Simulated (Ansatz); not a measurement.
# Ir (P-1) in Ansatz: convergence with wavefunction cutoff

Aim: find how far wavefunction cutoff must go before the results for Ir settle, at PBE. This setting moves, with any that are tied to it; all else stays.

All numbers are computed with Ansatz 0.2.0; they aren't measurements. Logs are shortened: lines on timing, memory, paths and dates and some standing lists are left out, and cuts for length are marked.

**1. The cell of the first run**

The typed cell holds 1 atom: a = 2.756 Å, b = 2.691 Å, c = 2.707 Å, α = 59.54°, β = 59.37°, γ = 59.85°.

The cell isn't the ideal one: cell strained at random at fixed volume.

**2. With wavefunction cutoff 400 eV**

File input.yaml:

```yaml
crystal:
  lattice:
    - [-0.009028, 1.958366, 1.938921]
    - [1.898389, 0.022898, 1.906995]
    - [1.899679, 1.927729, 0.021608]
  atoms:
    - { symbol: Ir, position: [-0.002339, -0.003161, -0.014252] }
hamiltonian:
  xc: pbe
  pseudopotentials: { kind: paw, source: jth }
kpoints:
  mp_grid: { grid: [9, 9, 9] }
scf:
  occupations: { method: fermi_dirac, width: 0.05 }
output:
  forces: true
  stress: true
  eigenvalues: true
basis:
  ecutwfc: "400 eV"
```

Potentials or basis: JTH PAW.

Started as:

```
> ansatz run input.yaml --threads 2 --pin off --max-ram 5632MiB --backend cpu --events-out ev --progress --plain --runs-dir out
```

Wall time 2.8 s (2 threads of Intel Xeon Platinum 8259CL at 2.50GHz (Skylake/Cascade Lake), shared host); peak memory 0.34 GiB.

Results:

- Free energy: -11159.3120 eV
- Pressure: 11.3 GPa
- Band gap on the k mesh: none (metal or under the smearing width)

**3. With wavefunction cutoff 500 eV**

Changes to input.yaml since step 2:

```diff
@@ -19,2 +19,2 @@
 basis:
-  ecutwfc: "400 eV"
+  ecutwfc: "500 eV"
```

Potentials or basis: JTH PAW.

Started as:

```
> ansatz run input.yaml --threads 2 --pin off --max-ram 5632MiB --backend cpu --events-out ev --progress --plain --runs-dir out
```

Run time: 3.4 s. Hardware: 2 threads of Intel Xeon Platinum 8259CL at 2.50GHz (Skylake/Cascade Lake), shared host; peak memory 0.37 GiB.

Results:

```yaml
Free_energy: -11159.3169 eV
Pressure: 11.3 GPa
Band_gap_on_the_k_mesh: none (metal or under the smearing width)
```

**4. With wavefunction cutoff 600 eV**

Changes to input.yaml since step 3:

```diff
@@ -19,2 +19,2 @@
 basis:
-  ecutwfc: "500 eV"
+  ecutwfc: "600 eV"
```

Started as:

```
> ansatz run input.yaml --threads 2 --pin off --max-ram 5632MiB --backend cpu --events-out ev --progress --plain --runs-dir out
```

Wall time 5.8 s (2 threads of Intel Xeon Platinum 8259CL at 2.50GHz (Skylake/Cascade Lake), shared host); peak memory 0.39 GiB.

What came out:

* Free energy: -11159.3204 eV
* Pressure: 11.3 GPa
* Band gap on the k mesh: none (metal or under the smearing width)

**5. With wavefunction cutoff 700 eV**

Changes to input.yaml since step 4:

```diff
@@ -19,2 +19,2 @@
 basis:
-  ecutwfc: "600 eV"
+  ecutwfc: "700 eV"
```

Started as:

```
> ansatz run input.yaml --threads 2 --pin off --max-ram 5632MiB --backend cpu --events-out ev --progress --plain --runs-dir out
```

It took 5.3 s on 2 threads of Intel Xeon Platinum 8259CL at 2.50GHz (Skylake/Cascade Lake), shared host; peak memory 0.41 GiB.

What came out:

| Item | Value |
| --- | --- |
| Free energy | -11159.3210 eV |
| Pressure | 11.3 GPa |
| Band gap on the k mesh | none (metal or under the smearing width) |

**6. With wavefunction cutoff 850 eV**

Changes to input.yaml since step 5:

```diff
@@ -19,2 +19,2 @@
 basis:
-  ecutwfc: "700 eV"
+  ecutwfc: "850 eV"
```

Potentials or basis: JTH PAW.

Started as:

```
> ansatz run input.yaml --threads 2 --pin off --max-ram 5632MiB --backend cpu --events-out ev --progress --plain --runs-dir out
```

Run time: 6.8 s. Hardware: 2 threads of Intel Xeon Platinum 8259CL at 2.50GHz (Skylake/Cascade Lake), shared host; peak memory 0.45 GiB.

Results (log left out):

| Item | Value |
| --- | --- |
| Free energy | -11159.3216 eV |
| Pressure | 11.3 GPa |
| Band gap on the k mesh | none (metal or under the smearing width) |

**7. With wavefunction cutoff 1000 eV**

Changes to input.yaml since step 6:

```diff
@@ -19,2 +19,2 @@
 basis:
-  ecutwfc: "850 eV"
+  ecutwfc: "1000 eV"
```

Started as:

```
> ansatz run input.yaml --threads 2 --pin off --max-ram 5632MiB --backend cpu --events-out ev --progress --plain --runs-dir out
```

Wall time 7.3 s (2 threads of Intel Xeon Platinum 8259CL at 2.50GHz (Skylake/Cascade Lake), shared host); peak memory 0.49 GiB.

It converged, with:

| Item | Value |
| --- | --- |
| Free energy | -11159.3218 eV |
| Pressure | 11.3 GPa |
| Band gap on the k mesh | none (metal or under the smearing width) |

**8. With wavefunction cutoff 1200 eV**

Changes to input.yaml since step 7:

```diff
@@ -19,2 +19,2 @@
 basis:
-  ecutwfc: "1000 eV"
+  ecutwfc: "1200 eV"
```

Started as:

```
> ansatz run input.yaml --threads 2 --pin off --max-ram 5632MiB --backend cpu --events-out ev --progress --plain --runs-dir out
```

Wall time 11 s (2 threads of Intel Xeon Platinum 8259CL at 2.50GHz (Skylake/Cascade Lake), shared host); peak memory 0.55 GiB.

The run converged. Its results:

```yaml
Free_energy: -11159.3220 eV
Pressure: 11.3 GPa
Band_gap_on_the_k_mesh: none (metal or under the smearing width)
```

**9. With wavefunction cutoff 1400 eV**

Changes to input.yaml since step 8:

```diff
@@ -19,2 +19,2 @@
 basis:
-  ecutwfc: "1200 eV"
+  ecutwfc: "1400 eV"
```

Potentials or basis: JTH PAW.

Started as:

```
> ansatz run input.yaml --threads 2 --pin off --max-ram 5632MiB --backend cpu --events-out ev --progress --plain --runs-dir out
```

It took 14 s on 2 threads of Intel Xeon Platinum 8259CL at 2.50GHz (Skylake/Cascade Lake), shared host; peak memory 0.61 GiB.

It converged, with:

```yaml
Free_energy: -11159.3221 eV
Pressure: 11.3 GPa
Band_gap_on_the_k_mesh: none (metal or under the smearing width)
```

**10. With wavefunction cutoff 1700 eV**

Changes to input.yaml since step 9:

```diff
@@ -19,2 +19,2 @@
 basis:
-  ecutwfc: "1400 eV"
+  ecutwfc: "1700 eV"
```

Potentials or basis: JTH PAW.

Started as:

```
> ansatz run input.yaml --threads 2 --pin off --max-ram 5632MiB --backend cpu --events-out ev --progress --plain --runs-dir out
```

Standard output:

```text
Warning: the checks of this Ir dataset prove no rule for summing its radial tables, as where they were carried onto another mesh than they were made on, and Gregory's rule is taken, under which a leading mesh point left out moves its sums only by what lay on the interval it spanned. That does not make them correct, and they differ from Quantum ESPRESSO's on this file; a re-export a fraction of a mesh step off can move them. hamiltonian.pseudopotentials.radial_quadrature: simpson_from_first_knot sums it by `pw.x`'s rule; on a PAW file no value gives `pw.x`'s numbers. What more to know: hamiltonian.pseudopotentials.radial_quadrature, in the input reference
Warning: RAYON_NUM_THREADS=2 ignored (pool sized by the plan → 2); use --threads N
Engine: ansatz 0.2.0, x86_64-unknown-linux-gnu
Pseudopotentials: kind: paw
Pseudopotential: Ir, paw, valence charge 15, recommended cutoff 720 eV (normal), Ir.paw.azcp
Functional definition: PBE
  parameter kappa = 0.804
  parameter beta = 0.06672455060314922
  exchange = pbe_x(kappa = kappa, mu = beta*pi^2/3)
  correlation = pbe_c(beta = beta)
Crystal: 1 atoms, lattice volume = 14.059 Å³
Basis set: ecut = 1700 eV, 2207 PW (Γ), exchange–correlation on 80×80×80 points (8 copies of the dense FFT grid, shifted against one another)
Bands: 12, of which v1, the nominal top of the filled ones, is band 8 counted from 1 (7 counted from 0)
Symmetry: 2 space group operations
Space group: P-1 (ITA 2), of the structure as read, at distance tolerance 2.4e-5 Å
k-points: 365 of 729
Non-local potential: Ir, projectors of the file, l = 0: 2, l = 1: 2, l = 2: 2
PAW form: soft (Blöchl's): semilocal exchange-correlation on the pseudo side does not see the compensation charge
PAW one-centre angular grid: Ir, 590 points (default); XC on 64 Gauss nodes
Initial density: superposition of atomic densities (chi_scale 0.1, normalization cell)
Initial wavefunctions: pseudopotential atomic-orbital guess
Functional: x = pbe(κ = 0.804, μ = 0.2195149727645171), c = pbe(β = 0.06672455060314922)
SCF iter   1: F=—  HF=-11159.839794 eV  |F-HF|=—  |Δ(HF+E_count)|=         —  Δρ=1.06e-1  dr2=1.55e0  ethr=3.10e-3  ⟨swp⟩=7.4  Hψ=34716  notcnv=0
preconditioner: auto → none  [metal: Δε(μ)=0.002 eV  Ē_g=12.311 eV  σ=0.050 eV  W_gap=0.01  n_scr=0 (ndim 8)  ℏωp=29.7 eV  f_vac=0.000  D(μ)=0.51/eV (n_scr^D=0)]
SCF iter   2: F=—  HF=-11159.344505 eV  |F-HF|=—  |Δ(HF+E_count)|=   4.95e-1  Δρ=1.64e-2  dr2=1.80e-2  ethr=3.10e-3  ⟨swp⟩=3.6  Hψ=12368  notcnv=0  defer=32
SCF iter   3: F=—  HF=-11159.325679 eV  |F-HF|=—  |Δ(HF+E_count)|=   1.88e-2  Δρ=7.59e-3  dr2=5.03e-3  ethr=1.20e-4  ⟨swp⟩=3.7  Hψ=9096  notcnv=0  defer=32
SCF iter   4: F=—  HF=-11159.322101 eV  |F-HF|=—  |Δ(HF+E_count)|=   3.58e-3  Δρ=2.71e-4  dr2=6.05e-6  ethr=3.36e-5  ⟨swp⟩=2.0  Hψ=4936  notcnv=0  defer=32
SCF iter   5: F=—  HF=-11159.322108 eV  |F-HF|=—  |Δ(HF+E_count)|=   7.05e-6  Δρ=4.61e-5  dr2=9.24e-8  ethr=6.67e-10  ⟨swp⟩=9.3  Hψ=28004  notcnv=0
SCF iter   6: F=-11159.322108 eV  HF=-11159.322108 eV  |F-HF|=1.13e-10  |Δ(HF+E_count)|=   5.64e-8  Δρ=4.42e-6  dr2=1.34e-9  ethr=6.16e-10  ⟨swp⟩=4.0  Hψ=22168  notcnv=0
SCF 1 converged in 6 iterations: F = -11159.322108 eV  dr2 = 1.34e-9
SCF converged after 6 iterations
Free energy (F): -11159.322108 eV
Harris-Foulkes:  -11159.322108 eV  (|F-HF|=1.13e-10)
Internal energy: -11159.317859 eV  (E = F + TS)
E sigma→0 (E₀):  -11159.319984 eV
Entropy (-TS):   -0.004248 eV (-4.248 meV/atom)
Fermi energy:    25.354381 eV
--- Per-component energies (eV) ---
  E_band       = 45.035892
  E_kinetic    = 262.147716
  E_local      = -745.239217  (includes V_loc(G=0)·N_el)
  E_nonlocal   = 434.174228
  E_hartree    = 221.557069
  E_xc         = -98.620078
  E_vxc        = -120.820291  (∫ρ·V_xc dr)
  E_paw        = -9294.870381  (= ΣΔE_a)
  E_vpaw       = -228.340397  (= ΣTr[D̂ρ^β])
  E_aug_tail   = 0.000023  (compensation charges beyond the density's cutoff)
  E_ewald      = -1938.467219
  E_smearing   = -0.004248  (= −TS)
  E_closure    = 0.000000  (closes the sum)
  Σ components = -11159.322108   (vs F -11159.322108, Δ=0.00e0)
--- Forces (eV/Å), atoms counted from 1 ---
  atom   1  Ir     0.00000000     0.00000000     0.00000000
  max |Σ_I F_I| component: 0.00e0 eV/Å
--- Stress (GPa, compression-positive) ---
       13.666740       1.273637       1.797853
        1.273637       7.811474      -8.642167
        1.797852      -8.642166      12.353457
  P = ⅓ Tr σ = 11.2772 GPa (112.772 kbar)
--- Band table (eV; the first three rows and the last of 365) ---
  k-point 0: bands = ["-23.9972", "-23.9677", "-23.9609", "14.2329", "21.2540", "21.5885", "21.7214", "24.1324", "24.3660", "30.6583", "39.1057", "44.1253"]
  k-point 1: bands = ["-24.0664", "-24.0111", "-23.9784", "14.7889", "21.3583", "21.4819", "21.9151", "23.9830", "24.1977", "30.6583", "40.0552", "42.8590"]
  k-point 2: bands = ["-24.3180", "-24.0468", "-24.0153", "16.1617", "21.0023", "21.7315", "22.2627", "24.0932", "24.2416", "30.6580", "39.7177", "42.0022"]
  k-point 364: bands = ["-24.7252", "-24.1368", "-24.0893", "17.6738", "20.9701", "21.9343", "23.0744", "26.2187", "27.8859", "30.6510", "32.4452", "39.8169"]
```

Wall time 14 s (2 threads of Intel Xeon Platinum 8259CL at 2.50GHz (Skylake/Cascade Lake), shared host); peak memory 0.73 GiB.

What came out:

| Quantity | Value |
| --- | --- |
| Free energy | -11159.3221 eV |
| Pressure | 11.3 GPa |
| Band gap on the k mesh | none (metal or under the smearing width) |

**11. The series at a glance**

| wavefunction cutoff | energy less the tightest run, at zero smearing (meV/atom) | pressure (GPa) | SCF cycles | CPU time (s) | peak memory (GiB) |
| --- | --- | --- | --- | --- | --- |
| 400 eV | 10.12 | 11.32 | 6 | 5.1 | 0.34 |
| 500 eV | 5.26 | 11.31 | 6 | 6.3 | 0.37 |
| 600 eV | 1.69 | 11.29 | 6 | 10 | 0.39 |
| 700 eV | 1.10 | 11.28 | 6 | 9.9 | 0.41 |
| 850 eV | 0.46 | 11.28 | 6 | 13 | 0.45 |
| 1000 eV | 0.30 | 11.28 | 6 | 14 | 0.49 |
| 1200 eV | 0.10 | 11.28 | 6 | 21 | 0.55 |
| 1400 eV | 0.04 | 11.28 | 6 | 27 | 0.61 |
| 1700 eV | 0.00 | 11.28 | 6 | 28 | 0.73 |

Against the tightest run, the energy stays within 1 meV/atom from 850 eV on; the pressure stays within 0.1 GPa from 400 eV on. The tightest run that finished is the yardstick and may itself not be fully converged.
